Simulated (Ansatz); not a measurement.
**Kick test of a cell of TiAl**

It was relaxed at this level from a cell as deposited in COD.

Level of theory: Ansatz, DFT PBE, scalar-relativistic, plane waves, PAW. Plane waves to 420 eV, a k mesh through Γ of 20×20×14 on the computed 2-atom cell and Gaussian smearing (0.10 eV); no spin polarisation.

The cell below (2 atoms, space group P4/mmm (No. 123)) is relaxed within its symmetry.

```xyz
2
Lattice="2.8232 0.0000 0.0000 0.0000 2.8232 0.0000 0.0000 0.0000 4.0734" Properties=species:S:1:pos:R:3 pbc="T T T"
Ti    0.0000    0.0000    0.0000
Al    1.4116    1.4116    2.0367
```

For the test a repeat of it with 8 atoms (edges 4.07, 5.65, 5.65 Å) was strained at random (σ = 1.5 % a component), the atoms were moved at random (σ = 0.05 Å), and all was relaxed again on a coarse 6×4×4 mesh (in the run’s order of axes) with 0.20 eV smearing, with no symmetry imposed.

Question: Does it come back?

Answer: It returns, within 1 meV/atom of the unmoved cell on that mesh and with the same symmetry when read at 0.1 Å. So it is stable against the distortions that fit this cell and that this random move excites. Modes that don't fit the cell aren't tested.
